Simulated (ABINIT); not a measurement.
# CdSe (Cadmoselite) (P6_3mc) in ABINIT: further runs

One crystal, CdSe (Cadmoselite), is run at these levels: PBE, PBEsol; tasks: single point.

Everything below comes from runs of ABINIT 10.8.3 (patched build). Logs are shortened: lines on timing, memory, paths and dates and some standing lists are left out, and cuts for length are marked. The log counts tension as positive stress, the text compression.

**What was measured.**

From a printed reference work, data compilation, for a bulk crystal of CdSe at 2 K: band gap 1.841 eV.

The results are compared with them further down.

## Step 1: The structure

It takes space group P6_3mc (No. 186, hexagonal). Conventional cell: a = 4.300 Å, b = 4.300 Å, c = 7.020 Å, α = 90.00°, β = 90.00°, γ = 120.00°. Around Cd (site symmetry 3m) lie 4 Se at 2.61 to 2.70 Å. Around Se (site symmetry 3m) lie 4 Cd at 2.61 to 2.70 Å.

## Step 2: Single point, PBE

The input, run.abi:

```
# Pseudopotentials
pp_dirpath "./"
pseudos "Cd.GGA_PBE-ansatz.xml, Se.GGA_PBE-ansatz.xml"

# Structure
acell 4.3 4.3 7.02 Angstrom
rprim
     1.0000000000     0.0000000000     0.0000000000
    -0.5000000000     0.8660254038     0.0000000000
     0.0000000000     0.0000000000     1.0000000000
ntypat 2
znucl 48 34
natom 4
typat 1 1 2 2
xred
     0.6666666667     0.3333333333     0.5000000000
     0.3333333333     0.6666666667     0.0000000000
     0.6666666667     0.3333333333     0.8850000000
     0.3333333333     0.6666666667     0.3850000000

# Plane-wave basis
ecut 13.2
pawecutdg 26.4
pawovlp 30

# k points
kptopt 1
ngkpt 5 5 3
nshiftk 1
shiftk 0.0 0.0 0.0

# Exchange and correlation
ixc 11

# Bands and occupations
nband 44
occopt 3
tsmear 0.05 eV

# SCF cycle
nstep 100
tolvrs 1.0e-9

# Output
iomode 3
prtwf 0
prteig 0
prtebands 0
prtden 1
prtvha 1
prtvclmb 1
prtpot 1
```

Potentials or basis: Ansatz PAW PBE default generated set, frozen core.

Launch:

```sh
abinit run.abi > log 2>&1
```

run.abo:

```text
[... set-up lines left out ...]
 ETOT  1  -600.49660664018    -6.005E+02 3.880E+01 8.049E+00
 ETOT  2  -605.72374193091    -5.227E+00 1.215E-01 4.652E+00
 ETOT  3  -605.71130179107     1.244E-02 7.028E-02 1.109E+00
 ETOT  4  -605.70660365223     4.698E-03 1.380E-02 2.178E-01
 ETOT  5  -605.70527680321     1.327E-03 8.119E-03 9.934E-03
 ETOT  6  -605.70554218398    -2.654E-04 7.057E-03 1.640E-03
 ETOT  7  -605.70554638202    -4.198E-06 2.246E-03 2.366E-04
 ETOT  8  -605.70556349362    -1.711E-05 1.308E-03 1.932E-05
 ETOT  9  -605.70556425564    -7.620E-07 3.642E-04 3.092E-06
 ETOT 10  -605.70556454602    -2.904E-07 2.006E-04 2.457E-07
 ETOT 11  -605.70556456321    -1.719E-08 1.282E-04 6.452E-08
 ETOT 12  -605.70556456564    -2.428E-09 9.855E-05 4.675E-09
 ETOT 13  -605.70556456572    -7.901E-11 6.344E-05 4.012E-10

 At SCF step   13       nres2   =  4.01E-10 < tolvrs=  1.00E-09 =>converged.

 Cartesian components of stress tensor (hartree/bohr^3)
  sigma(1 1)= -1.23530875E-04  sigma(3 2)=  0.00000000E+00
  sigma(2 2)= -1.23530876E-04  sigma(3 1)=  0.00000000E+00
  sigma(3 3)= -5.15981478E-05  sigma(2 1)=  0.00000000E+00

--- !ResultsGS
iteration_state: {dtset: 1, }
comment   : Summary of ground state results
lattice_vectors:
- [  8.1258223,   0.0000000,   0.0000000, ]
- [ -4.0629112,   7.0371686,   0.0000000, ]
- [  0.0000000,   0.0000000,  13.2658774, ]
lattice_lengths: [   8.12582,    8.12582,   13.26588, ]
lattice_angles: [ 90.000,  90.000, 120.000, ] # degrees, (23, 13, 12)
lattice_volume:   7.5857977E+02
convergence: {deltae: -7.901E-11, res2:  4.012E-10, residm:  6.344E-05, diffor: null, }
etotal    :  -6.05705565E+02
entropy   :   0.00000000E+00
fermie    :   4.16792642E-02
cartesian_stress_tensor: # hartree/bohr^3
- [ -1.23530875E-04,   0.00000000E+00,   0.00000000E+00, ]
- [  0.00000000E+00,  -1.23530876E-04,   0.00000000E+00, ]
- [  0.00000000E+00,   0.00000000E+00,  -5.15981478E-05, ]
pressure_GPa:   2.9290E+00
xred      :
- [  6.6667E-01,   3.3333E-01,   5.0000E-01, Cd]
- [  3.3333E-01,   6.6667E-01,   0.0000E+00, Cd]
- [  6.6667E-01,   3.3333E-01,   8.8500E-01, Se]
- [  3.3333E-01,   6.6667E-01,   3.8500E-01, Se]
cartesian_forces: # hartree/bohr
- [  5.30190321E-28,   3.06105525E-28,   5.29898936E-03, ]
- [ -5.30190321E-28,  -3.06105525E-28,   5.29898936E-03, ]
- [ -5.30190321E-28,  -3.06105525E-28,  -5.29898936E-03, ]
- [  5.30190321E-28,   3.06105525E-28,  -5.29898936E-03, ]
force_length_stats: {min:   5.29898936E-03, max:   5.29898936E-03, mean:   5.29898936E-03, }
...

 Integrated electronic density in atomic spheres:
 ------------------------------------------------
 Atom  Sphere_radius  Integrated_density
    1        2.63806         18.75243380
    2        2.63806         18.75243380
    3        2.63806         15.22504045
    4        2.63806         15.22504045

================================================================================

 ----iterations are completed or convergence reached----

 Mean square residual over all n,k,spin=   20.803E-08; max=  63.443E-06
 reduced coordinates (array xred) for    4 atoms
       0.666666666667      0.333333333333      0.500000000000
       0.333333333333      0.666666666667      0.000000000000
       0.666666666667      0.333333333333      0.885000000000
       0.333333333333      0.666666666667      0.385000000000
 rms dE/dt=  4.0629E-02; max dE/dt=  6.7042E-02; dE/dt below (all hartree)
    1      -0.000000000000      0.000000000000     -0.073549846369
    2       0.000000000000      0.000000000000     -0.073549846369
    3       0.000000000000      0.000000000000      0.067041640052
    4      -0.000000000000      0.000000000000      0.067041640052

 cartesian coordinates (angstrom) at end:
    1      2.15000000000000     1.24130307878000     3.51000000000000
    2      0.00000000000000     2.48260615756000     0.00000000000000
    3      2.15000000000000     1.24130307878000     6.21270000000000
    4      0.00000000000000     2.48260615756000     2.70270000000000

 cartesian forces (hartree/bohr) at end:
    1      0.00000000000000     0.00000000000000     0.00529898935973
    2     -0.00000000000000    -0.00000000000000     0.00529898935973
    3     -0.00000000000000    -0.00000000000000    -0.00529898935973
    4      0.00000000000000     0.00000000000000    -0.00529898935973
 frms,max,avg= 3.0593729E-03 5.2989894E-03   0.000E+00  0.000E+00  2.453E-04 h/b

 cartesian forces (eV/Angstrom) at end:
    1      0.00000000000000     0.00000000000000     0.27248498859725
    2     -0.00000000000000    -0.00000000000000     0.27248498859725
    3     -0.00000000000000    -0.00000000000000    -0.27248498859725
    4      0.00000000000000     0.00000000000000    -0.27248498859725
 frms,max,avg= 1.5731928E-01 2.7248499E-01   0.000E+00  0.000E+00  1.261E-02 e/A
 length scales=  8.125822341403  8.125822341403 13.265877403873 bohr
              =  4.300000000000  4.300000000000  7.020000000000 angstroms
 Fermi (or HOMO) energy (hartree) =   0.04168   Average Vxc (hartree)=  -0.32553
 Eigenvalues (hartree) for nkpt=  10  k points:
 kpt#   1, nband= 44, wtk=  0.01333, kpt=  0.0000  0.0000  0.0000 (reduced coord)
  -3.70677   -3.70676   -2.27618   -2.27617   -2.27613   -2.27613   -2.27613   -2.27613
  -1.68596   -1.68596   -1.68596   -1.68596   -1.68558   -1.68558   -1.68557   -1.68557
  -1.68557   -1.68557   -0.43489   -0.42140   -0.26376   -0.26376   -0.26171   -0.26171
  -0.26146   -0.25061   -0.25061   -0.24824   -0.24824   -0.23792   -0.12779    0.00152
   0.00152    0.02740    0.02784    0.02784    0.05355    0.10572    0.24414    0.24414
   0.25349    0.28495    0.28495    0.31114
      occupation numbers for kpt#   1
   2.00000    2.00000    2.00000    2.00000    2.00000    2.00000    2.00000    2.00000
   2.00000    2.00000    2.00000    2.00000    2.00000    2.00000    2.00000    2.00000
   2.00000    2.00000    2.00000    2.00000    2.00000    2.00000    2.00000    2.00000
   2.00000    2.00000    2.00000    2.00000    2.00000    2.00000    2.00000    2.00000
   2.00000    1.99916    1.99893    1.99893    0.00312    0.00000    0.00000    0.00000
   0.00000    0.00000    0.00000    0.00000
 prteigrs : prtvol=0 or 1, do not print more k-points.

--- !EnergyTerms
iteration_state     : {dtset: 1, }
comment             : Components of total free energy in Hartree
kinetic             :  4.58740996820682E+01
hartree             :  2.23375929048932E+02
xc                  : -2.06707235009931E+01
Ewald energy        : -3.05864710013337E+02
psp_core            :  1.77938253091909E+01
local_psp           : -4.87332461398478E+02
PAW spherical_terms : -7.88815264612142E+01
internal            : -6.05705567333831E+02
'-kT*entropy'       : -1.24058334483635E-06
total_energy        : -6.05705568574414E+02
total_energy_eV     : -1.64820881778199E+04
...

--- !EnergyTermsDC
iteration_state     : {dtset: 1, }
comment             : '"Double-counting" decomposition of free energy'
band_energy         : -8.31716601222255E+01
Ewald energy        : -3.05864710013337E+02
psp_core            :  1.77938253091909E+01
xc_dc               : -2.20512758729524E+02
PAW spherical_terms : -1.39502597692394E+01
internal            : -6.05705563325135E+02
'-kT*entropy'       : -1.24058334483635E-06
total_energy_dc     : -6.05705564565718E+02
total_energy_dc_eV  : -1.64820880687377E+04
...

--- !EnergyTermsWithPAWCore
iteration_state     : {dtset: 1, }
comment             : 'Components of total free energy, including PAW core contributions'
Total energy        : -1.56769110642895E+04
Total energy DC     : -1.56769110602808E+04
Total energy (eV)   : -4.26590482114275E+05
Total energy DC (eV): -4.26590482005193E+05
...

 Cartesian components of stress tensor (hartree/bohr^3)
  sigma(1 1)= -1.23530875E-04  sigma(3 2)=  0.00000000E+00
  sigma(2 2)= -1.23530876E-04  sigma(3 1)=  0.00000000E+00
  sigma(3 3)= -5.15981478E-05  sigma(2 1)=  0.00000000E+00

-Cartesian components of stress tensor (GPa)         [Pressure=  2.9290E+00 GPa]
- sigma(1 1)= -3.63440382E+00  sigma(3 2)=  0.00000000E+00
- sigma(2 2)= -3.63440385E+00  sigma(3 1)=  0.00000000E+00
- sigma(3 3)= -1.51806992E+00  sigma(2 1)=  0.00000000E+00

== END DATASET(S) ==============================================================
================================================================================

 -outvars: echo values of variables after computation  --------
            acell      8.1258223414E+00  8.1258223414E+00  1.3265877404E+01 Bohr
           etotal     -6.0570556457E+02
            fcart      5.3019032118E-28  3.0610552465E-28  5.2989893597E-03
                      -5.3019032118E-28 -3.0610552465E-28  5.2989893597E-03
                      -5.3019032118E-28 -3.0610552465E-28 -5.2989893597E-03
                       5.3019032118E-28  3.0610552465E-28 -5.2989893597E-03
            rprim      1.0000000000E+00  0.0000000000E+00  0.0000000000E+00
                      -5.0000000000E-01  8.6602540380E-01  0.0000000000E+00
                       0.0000000000E+00  0.0000000000E+00  1.0000000000E+00
           strten     -1.2353087518E-04 -1.2353087602E-04 -5.1598147847E-05
                       0.0000000000E+00  0.0000000000E+00  0.0000000000E+00
           xangst      2.1500000000E+00  1.2413030788E+00  3.5100000000E+00
                       8.4494064756E-17  2.4826061576E+00  0.0000000000E+00
                       2.1500000000E+00  1.2413030788E+00  6.2127000000E+00
                       8.4494064756E-17  2.4826061576E+00  2.7027000000E+00
             xred      6.6666666667E-01  3.3333333333E-01  5.0000000000E-01
                       3.3333333333E-01  6.6666666667E-01  0.0000000000E+00
                       6.6666666667E-01  3.3333333333E-01  8.8500000000E-01
                       3.3333333333E-01  6.6666666667E-01  3.8500000000E-01
 Calculation completed.
```

Wall time 64 s (1 thread of Arm Neoverse V2, shared host); peak memory 0.33 GiB.

Results:

* Free energy: -16482.0881 eV
* Largest force: 0.272 eV/Å
* Band gap on the k mesh: 0.70 eV, direct

Forces in eV/Å, atoms in the order of the input:
```
Cd   0.000  0.000  0.272
Cd   0.000  0.000  0.272
Se   0.000  0.000 -0.272
Se   0.000  0.000 -0.272
```

Levels at points of the mesh, in eV from the valence-band top:
```csv
k point,band 33,band 34,band 35,band 36,band 37,band 38,band 39,band 40
"(0.00, 0.00, 0.00)",-0.72,-0.01,0.00,0.00,0.70,2.12,5.89,5.89
```

Caveat: the cutoff is too short for stress, so the log's stress isn't used; the atomic spheres overlap. PBE gaps usually lie below the measured ones, often by a third to a half.

## Step 3: Single point, PBEsol

Changes to run.abi since step 2:

```diff
@@ -2,3 +2,3 @@
 pp_dirpath "./"
-pseudos "Cd.GGA_PBE-ansatz.xml, Se.GGA_PBE-ansatz.xml"
+pseudos "Cd.upf, Se.upf"
 
@@ -21,5 +21,3 @@
 # Plane-wave basis
-ecut 13.2
-pawecutdg 26.4
-pawovlp 30
+ecut 47.0
 
@@ -32,3 +30,3 @@
 # Exchange and correlation
-ixc 11
+ixc -116133
 
@@ -41,3 +39,3 @@
 nstep 100
-tolvrs 1.0e-9
+tolvrs 1.0e-10
 
@@ -46,7 +44,5 @@
 prtwf 0
+prtden 0
 prteig 0
 prtebands 0
-prtden 1
-prtvha 1
-prtvclmb 1
-prtpot 1
+enunit 2
```

Potentials or basis: PseudoDojo NC SR PBEsol v0.4.1 standard.

Launch:

```sh
abinit run.abi > log 2>&1
```

run.abo:

```text
.Version 10.8.3 of ABINIT
 Symmetries : space group P6_3 m c (#186); Bravais hP (primitive hexag.)
================================================================================
 Values of the parameters that define the memory need of the present run
     intxc =       0    ionmov =       0      iscf =       7    lmnmax =       6
     lnmax =       6     mgfft =      90  mpssoang =       3    mqgrid =    4095
     natom =       4  nloc_mem =       1    nspden =       1   nspinor =       1
    nsppol =       1      nsym =      12    n1xccc =    2501    ntypat =       2
    occopt =       3   xclevel =       2
       mpw =       11712          nfft =      262440          nkpt =          10
================================================================================
================================================================================

--------------------------------------------------------------------------------
------------- Echo of variables that govern the present computation ------------
[... 248 lines left out ...]
            acell      8.1258223414E+00  8.1258223414E+00  1.3265877404E+01 Bohr
           etotal     -5.9271604495E+02
            fcart     -1.3254758030E-28 -7.6526381162E-29  5.2514672367E-03
                       3.9764274089E-28  2.2957914349E-28  5.2514672367E-03
                      -1.3254758030E-28 -7.6526381162E-29 -5.2514672367E-03
                      -1.3254758030E-28 -7.6526381162E-29 -5.2514672367E-03
            rprim      1.0000000000E+00  0.0000000000E+00  0.0000000000E+00
                      -5.0000000000E-01  8.6602540380E-01  0.0000000000E+00
                       0.0000000000E+00  0.0000000000E+00  1.0000000000E+00
           strten     -1.8588457450E-05 -1.8588457921E-05  4.6003428935E-05
                       0.0000000000E+00  0.0000000000E+00  0.0000000000E+00
           xangst      2.1500000000E+00  1.2413030788E+00  3.5100000000E+00
                       8.4494064756E-17  2.4826061576E+00  0.0000000000E+00
                       2.1500000000E+00  1.2413030788E+00  6.2127000000E+00
                       8.4494064756E-17  2.4826061576E+00  2.7027000000E+00
             xred      6.6666666667E-01  3.3333333333E-01  5.0000000000E-01
                       3.3333333333E-01  6.6666666667E-01  0.0000000000E+00
                       6.6666666667E-01  3.3333333333E-01  8.8500000000E-01
                       3.3333333333E-01  6.6666666667E-01  3.8500000000E-01
 Calculation completed.
```

Run time: 5.8 min. Hardware: 1 thread of Arm Neoverse V1, shared host; peak memory 0.21 GiB.

What came out:

```yaml
Free_energy: -16128.6252 eV
Pressure: -0.1 GPa
Largest_force: 0.270 eV/Å
Band_gap_on_the_k_mesh: 0.57 eV, direct
Valence_electrons_inside_the_program's_atomic_spheres: Cd 17.17; Se 13.25
```

Forces in eV/Å, atoms in the order of the input:
```
Cd   0.000  0.000  0.270
Cd   0.000  0.000  0.270
Se   0.000  0.000 -0.270
Se   0.000  0.000 -0.270
```

## Step 4: Single point, PBE, spin-orbit coupling, no magnetisation

The input, run.abi:

```
# Pseudopotentials
pp_dirpath "./"
pseudos "Cd.GGA_PBE-JTH.xml, Se.GGA_PBE-JTH.xml"

# Structure
acell 3*1.0
rprim
     8.1258223359     0.0000000000     0.0000000000
    -4.0629111679     7.0371685696     0.0000000000
     0.0000000000     0.0000000000    13.2658773949
ntypat 2
znucl 48 34
natom 4
typat 1 1 2 2
xred
     0.6666666667     0.3333333333     0.5000000000
     0.3333333333     0.6666666667     0.0000000000
     0.6666666667     0.3333333333     0.8850000000
     0.3333333333     0.6666666667     0.3850000000

# Plane-wave basis
ecut 16.0
pawecutdg 32.0

# k points
kptopt 4
ngkpt 5 5 3
nshiftk 1
shiftk 0.0 0.0 0.0

# Exchange and correlation
ixc 11

# Bands and occupations
nband 44
occopt 3
tsmear 0.05 eV

# Spin
nspinor 2
nspden 1
pawspnorb 1

# SCF cycle
nstep 100
tolvrs 1.0e-9

# Output
iomode 3
prtwf 0
prtden 0
prteig 0
prtebands 0
enunit 2
prtvol 2
```

Potentials or basis: JTH PAW PBE v2.0.

Launch:

```sh
abinit run.abi > log 2>&1
```

Run time: 5.1 min. Hardware: 1 thread of Arm Neoverse V1, shared host; peak memory 0.18 GiB.

The run converged. Its results:

| Property | Result |
| --- | --- |
| Free energy | -3111.6585 eV |
| Largest force | 0.288 eV/Å |
| Band gap on the k mesh | 0.58 eV, direct |
| Valence electrons inside the program's atomic spheres | Cd 10.45; Se 3.96 |

Forces in eV/Å, atoms in the order of the input:
```
Cd   0.000  0.000  0.288
Cd   0.000  0.000  0.288
Se   0.000  0.000 -0.288
Se   0.000  0.000 -0.288
```

Levels at points of the mesh, in eV from the valence-band top:
| k point | band 34 | band 35 | band 36 | band 37 | band 38 | band 39 |
| --- | --- | --- | --- | --- | --- | --- |
| (0.00, 0.00, 0.00) | 0.00 | 0.00 | 0.00 | 0.58 | 0.58 | 1.99 |

Caveat: the cutoff is too short for stress, so the log's stress isn't used. A hybrid or GW would open this gap; PBE tends to underestimate it.

## Step 5: Single point, PBE

The input, run.abi:

```
# Pseudopotentials
pp_dirpath "./"
pseudos "Cd.upf, Se.upf"

# Structure
acell 3*1.0
rprim
     8.1258223359     0.0000000000     0.0000000000
    -4.0629111679     7.0371685696     0.0000000000
     0.0000000000     0.0000000000    13.2658773949
ntypat 2
znucl 48 34
natom 4
typat 1 1 2 2
xcart
     2.1500000002     1.2413030786     3.5100000000
    -0.0000000002     2.4826061577     0.0000000000
     2.1500000002     1.2413030786     6.2127000000
    -0.0000000002     2.4826061577     2.7027000000 Angstrom

# Plane-wave basis
ecut 51.0

# k points
kptopt 1
ngkpt 5 5 3
nshiftk 1
shiftk 0.0 0.0 0.0

# Exchange and correlation
ixc 11

# Bands and occupations
nband 44
occopt 3
tsmear 0.00183747

# SCF cycle
nstep 100
tolvrs 1.0e-10

# Output
iomode 3
prtwf 0
prteig 0
prtebands 0
enunit 1
prtden 1
prtvha 1
prtvclmb 1
prtpot 1
prtelf 1
```

Potentials or basis: PseudoDojo NC SR PBE v0.5 standard.

Launch:

```sh
mpirun --bind-to none -np 4 abinit run.abi > log 2>&1
```

Wall time 1.9 min (4 MPI ranks of Arm Neoverse V1, shared host); peak memory 0.64 GiB.

The run converged. Its results:

| Property | Result |
| --- | --- |
| Free energy | -16142.5859 eV |
| Pressure | 3.0 GPa |
| Largest force | 0.288 eV/Å |
| Band gap on the k mesh | 0.70 eV, direct |
| Valence electrons inside the program's atomic spheres | Cd 17.17; Se 13.26 |

Forces on the atoms (eV/Å):
```
Cd   0.000  0.000  0.288
Cd   0.000  0.000  0.288
Se   0.000  0.000 -0.288
Se   0.000  0.000 -0.288
```

Stress tensor (GPa, compression positive):
```
3.75 0.00 0.00
0.00 3.75 0.00
0.00 0.00 1.64
```

Levels at points of the mesh, in eV from the valence-band top:
```
           k point  band 33  band 34  band 35  band 36  band 37  band 38  band 39  band 40
(0.00, 0.00, 0.00)    -0.72    -0.01     0.00     0.00     0.70     2.12     5.89     5.89
```

## Step 6: Summary

| level | potentials or basis | spin | cutoff (eV) | fine-grid cutoff | gap on the mesh (eV) | pressure (GPa) | largest force (eV/Å) |
| --- | --- | --- | --- | --- | --- | --- | --- |
| PBE | Ansatz PAW PBE default generated set, frozen core | off | 359 | 718.381 eV | 0.70 | - | 0.27 |
| PBEsol | PseudoDojo NC SR PBEsol v0.4.1 standard | off | 1279 | - | 0.57 | -0.1 | 0.27 |
| PBE | JTH PAW PBE v2.0 | SOC, no magnetisation | 435 | 870.764 eV | 0.58 | - | 0.29 |
| PBE | PseudoDojo NC SR PBE v0.5 standard | off | 1388 | - | 0.70 | 3.0 | 0.29 |

Alike in all rows: task single point; cell as given; k mesh 5 × 5 × 3; smearing fermi-dirac 0.05 eV.

Caveats: the atomic spheres overlap (some runs).

Total energies depend on the potentials used, so only differences within one code and one set of settings carry meaning.

## Step 7: How close it comes

Step 3. Against the measured gap of CdSe, 1.841 eV (2 K; a printed reference work, data compilation), the calculated 0.57 eV is off by -1.27 eV. So large a miss can be the level of theory's own, or it may mean another phase, state or a wrong row. Spin-orbit coupling on Cd, Se is left out. The value is that of PBEsol, without temperature or zero-point motion. Semilocal functionals fall short of measured gaps as a rule.

Step 5. Measured gap of CdSe: 1.841 eV (2 K; a printed reference work, data compilation). This calculation gives 0.70 eV (-1.14 eV). So large a miss can be the level of theory's own, or it may mean another phase, state or a wrong row. Spin-orbit coupling on Cd, Se is left out. The value is that of PBE, without temperature or zero-point motion. Semilocal functionals fall short of measured gaps as a rule.
